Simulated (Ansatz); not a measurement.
An Ansatz (a program for electronic structure) input (plane-wave PAW DFT at the r2SCAN level (Ansatz, 500 eV), without spin-orbit coupling):

Ansatz 0.2 input:
```yaml
crystal:
  lattice:
    - [4.094596556, 0, 0]
    - [2.047298278, 3.5460246358, 0]
    - [0, 0, 30.0445083973]
  atoms:
    - { symbol: F, position: [0.6666666667, 0.1666666667, 0.2496296462] }
    - { symbol: Sr, position: [0.3333333333, -0.1666666667, 0.2774485744] }
    - { symbol: F, position: [1, 0.5, 0.3052675026] }
    - { symbol: F, position: [1.3333333333, -0.1666666667, 0.360905359] }
    - { symbol: Sr, position: [1, -0.5, 0.3887242872] }
    - { symbol: F, position: [1.6666666667, 0.1666666667, 0.4165432154] }
    - { symbol: F, position: [2, -0.5, 0.4721810718] }
    - { symbol: Sr, position: [1.6666666667, -0.8333333333, 0.5] }
    - { symbol: F, position: [2.3333333333, -0.1666666667, 0.5278189282] }
    - { symbol: F, position: [2.6666666667, -0.8333333333, 0.5834567846] }
    - { symbol: Sr, position: [2.3333333333, -1.1666666667, 0.6112757128] }
    - { symbol: F, position: [3, -0.5, 0.639094641] }
    - { symbol: F, position: [3.3333333333, -1.1666666667, 0.6947324974] }
    - { symbol: Sr, position: [3, -1.5, 0.7225514256] }
    - { symbol: F, position: [3.6666666667, -0.8333333333, 0.7503703538] }
basis: { ecutwfc: 500, ecutrho_ratio: 4, xc_grid: 4, fft_grid_basis: typed }
kpoints: { mp_grid: { grid: [9, 9, 1] } }
hamiltonian:
  xc: r2scan
  dispersion: none
  pseudopotentials: { kind: paw }
scf: { occupations: { method: fermi_dirac, width: 0.05 }, convergence: { dr2_threshold: 0.0000000015 } }
relax: { f_tol: 0.01, max_steps: 50 }
output: { forces: true, stress: true }
checkpoint: { write: state.ck, write_every: 1000 }
```

Task: Which symmetry and how many k-points will the program report, and about how many plane waves at Γ?

Result: Space group P-3m1 (ITA 164) with 12 operations, k-points 12 of 81, and 11119 plane waves at Γ.

No phonon test of stability was made. The cell was made from SrF2 in the fluorite structure (space group Fm-3m, No. 225) by this change: a free-standing slab of 5 layers (15 atoms, 3 a layer) is cut normal to [111], with 15 Å of vacuum and the in-plane cell held at bulk.
